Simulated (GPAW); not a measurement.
A computed C K-edge spectrum of one site in a crystal of C and Zr, with its zero at a photon energy of about 281.2 eV (raw 287.9 eV, less 6.7 eV of added terms; uncertain by a few eV). Method: GPAW, PBE, excited-electron core hole (neutral cell) in a small cell, dipole transitions, broadening that rises with energy.

Energy from the lowest empty level; intensity scaled to a mean of 1 over the first 20 eV:

```csv
E (eV),intensity
-2.0,0.00
-1.4,0.00
-0.8,0.02
-0.2,0.27
0.4,0.69
1.0,0.83
1.6,0.92
2.2,1.18
2.8,1.33
3.4,1.51
4.0,2.09
4.6,1.93
5.2,0.99
5.8,0.66
6.4,0.72
7.0,1.15
7.6,1.51
8.2,1.71
8.8,1.76
9.4,1.56
10.0,1.32
10.6,1.17
11.2,1.11
11.8,1.14
12.4,1.26
13.0,1.29
13.6,1.11
14.2,0.82
14.8,0.57
15.4,0.46
16.0,0.42
16.6,0.37
17.2,0.31
17.8,0.27
18.4,0.28
19.0,0.32
19.6,0.34
20.2,0.35
20.8,0.35
21.4,0.38
22.0,0.46
22.6,0.56
23.2,0.67
23.8,0.79
24.4,0.92
25.0,1.07
25.6,1.22
26.2,1.33
26.8,1.37
27.4,1.31
28.0,1.18
28.6,0.99
29.2,0.81
29.8,0.65
```

Which coordination does this site have?

A K edge sees empty p states; the first features are C p mixed into the empty d states of the Zr neighbours, and the broad ones above probably into the cations' higher empty bands. It is atom 2 of ZrC (rock-salt (TiC)1-x(ZrC)x, x = 1, Fm-3m), with 6 Zr at 2.35 Å (octahedral). Its main maxima below 24 eV lie at 4.2 eV (2.22), 8.6 eV (1.77) and 12.8 eV (1.30). A near-edge spectrum doesn't fix the structure by itself; it is matched against candidates. 

[Banner, clock and machine lines of the logs are left out without a mark of their own.]

[Logs are printed without paths, hosts, clocks, repeated set-up lines and the standing remarks that a program may print on its own settings, such as how far it seeks lower states.]

[Hosts, paths, dates, database ids (printed as entryN), source tags and the programs' standing remarks are cut or masked in the printed files.]

[Lists of maxima count a maximum above −3 eV only where it reaches 4 % of the highest in the window and stands out from its surroundings by 2 % of it (1.5 % where it reaches 55 %); shoulders and weaker maxima are passed over, and of the rest the first, up to two pre-edge ones and the few strongest are named.]
